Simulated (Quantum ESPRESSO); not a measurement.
Mo, a slab with vacuum:

```
Mo
1.0
     2.84964    0.00000    0.00000
    -1.42482    2.46786    0.00000
     0.00000    0.00000   24.30689
Mo
5
Cartesian
  1.4248 0.8226 7.5000
  0.0000 1.6452 9.8267
  0.0000 0.0000 12.1534
  1.4248 0.8226 14.4802
  0.0000 1.6452 16.8069
```

The slab is cut from a database's or a generator's crystal, which needn't be the stable form of the element.

A sound run:

| Item | Value |
| --- | --- |
| Program | Quantum ESPRESSO 7.5 |
| Task | work function |
| Functional | PBE |
| Potentials or basis | PseudoDojo 0.4.1 SR PBE standard |
| Cutoff | 1088 eV |
| Density cutoff | 4354 eV |
| k mesh | 11 × 11 × 1 |
| Occupations | fermi-dirac, width 0.05 eV |
| Spin | no spin polarisation |

It gives largest force 0.145 eV/Å; band gap on the k mesh none (metal or under the smearing width).

Q: What do these careless settings give instead: cutoff 327 eV in place of 1088 eV; density cutoff 1306 eV in place of 4354 eV?

A: Largest force 0.356 eV/Å; band gap on the k mesh none (metal or under the smearing width). The run converged, but these numbers show the error of the settings and aren't properties of the slab.
